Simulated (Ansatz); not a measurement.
A (001) slab of TaSi$_{2}$ (P6_222 (No. 180)), 6 planes, outer planes TaSi2 (top) and TaSi2 (bottom), with 18 atoms (Ta6Si12) in a surface cell of A = 19.999 Å², as cut from the bulk:

```yaml
crystal:
  lattice:
    - [4.80551, 0.00000, 0.00000]
    - [-2.40276, 4.16170, 0.00000]
    - [0.00000, 0.00000, 25.99539]
  atoms:
    - { symbol: Ta, position: [0.50000, 0.50000, 0.28851] }
    - { symbol: Si, position: [0.15892, 0.84108, 0.28851] }
    - { symbol: Si, position: [0.84108, 0.15892, 0.28851] }
    - { symbol: Ta, position: [0.00000, 0.50000, 0.37311] }
    - { symbol: Si, position: [0.31784, 0.15892, 0.37311] }
    - { symbol: Si, position: [0.68216, 0.84108, 0.37311] }
    - { symbol: Ta, position: [0.50000, 0.00000, 0.45770] }
    - { symbol: Si, position: [0.15892, 0.31784, 0.45770] }
    - { symbol: Si, position: [0.84108, 0.68216, 0.45770] }
    - { symbol: Ta, position: [0.50000, 0.50000, 0.54230] }
    - { symbol: Si, position: [0.15892, 0.84108, 0.54230] }
    - { symbol: Si, position: [0.84108, 0.15892, 0.54230] }
    - { symbol: Ta, position: [0.00000, 0.50000, 0.62689] }
    - { symbol: Si, position: [0.31784, 0.15892, 0.62689] }
    - { symbol: Si, position: [0.68216, 0.84108, 0.62689] }
    - { symbol: Ta, position: [0.50000, 0.00000, 0.71149] }
    - { symbol: Si, position: [0.15892, 0.31784, 0.71149] }
    - { symbol: Si, position: [0.84108, 0.68216, 0.71149] }
```

All numbers below come from DFT PBE, scalar-relativistic, plane waves, PAW (Ansatz 0.2.0). Cutoff 420 eV; k points 9×9×1 on the computed 18-atom cell (Γ-centred); Gaussian smearing, width 0.10 eV; no spin polarisation.

Against the same 18 atoms in the bulk, the slab as cut lies 6.132 eV higher and the relaxed slab 5.816 eV higher.

(1) Work out the surface energy before and after relaxation.

(2) What is the ideal work of this cut, per area?

Results:

(1) The slab has two faces, so γ = (E_slab − N·E_bulk)/(2A), the mean of both. As cut: 6.132/(2 × 19.999) = 0.1533 eV/Å², and 1 eV/Å² = 16.02 J/m², so γ = 2.46 J/m². Relaxed: 5.816/(2 × 19.999) = 0.1454 eV/Å² = 2.33 J/m². Relaxation recovers 5 % of the cost of cutting.

(2) Griffith's ideal work is 2γ: 4.91 J/m² if the new faces stay rigid, 4.66 J/m² if they relax. One thickness was run, 6 planes, so γ can still shift with it.

Cost: 4 runs of about 43 core-minutes in all, on Arm Neoverse V1 (shared hosts).